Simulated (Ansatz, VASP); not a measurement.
# Li: VASP beside Ansatz

```
Li
1.0
    -1.71966    1.71966    1.71966
     1.71966   -1.71966    1.71966
     1.71966    1.71966   -1.71966
Li
1
Direct
  0.00000 0.00000 0.00000
```

Alike in both runs: task relaxation of cell and atoms; functional PBEsol; k mesh 18 × 18 × 18; occupations gaussian, width 0.1 eV; no spin polarisation.

```csv
,VASP,Ansatz
version,VASP 6.6.1,Ansatz 0.2.0
potentials or method,"VASP PAW PBE potentials, release 64 (Li_sv)","scalar-relativistic, plane waves, PAW"
plane-wave cutoff (eV),600,420
valence electrons in the cell,3,3
```

|  | VASP | Ansatz | Ansatz less VASP |
| --- | --- | --- | --- |
| gap on the k mesh at the Fermi level, each at its own relaxed structure (eV) | none | none | - |
| relaxed volume (Å³/atom) | 20.04 | 20.23 | +0.191 |
| relaxed cell length with the largest relative difference (Å) | 2.964 | 2.973 | +0.0094 |

A gap of «none» marks a metal or a gap that the smearing closes.

Caveats: the cutoff is under 1.25 times the usual one of these potentials, so pressure, stress and relaxed cells hold a basis-set (Pulay) error (VASP); the PAW data sets were made with another functional, which shifts forces and pressure a little (VASP).
